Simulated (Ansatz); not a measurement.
## Notes on Be

```
Be
1.0
    -1.28283    1.28283    1.28283
     1.28283   -1.28283    1.28283
     1.28283    1.28283   -1.28283
Be
1
Direct
  0.00000 0.00000 0.00000
```

Method: PBE, no spin polarisation; PAW, plane waves to 420 eV, 14×14×14 Γ-centred mesh, methfessel-paxton occupations (width 0.1224 eV) (Ansatz 0.2.0), atoms fixed.

Is there a gap?

It is a metal, with about 0.12 states/eV a cell as the mean within 0.25 eV of the Fermi level.

What does the stress say?

The pressure is -8.6 GPa (compression positive), so with the atoms held at these fractions the cell would first shrink.

Origin: a known structure type with other elements, at an estimated volume, so it need not be a known compound.
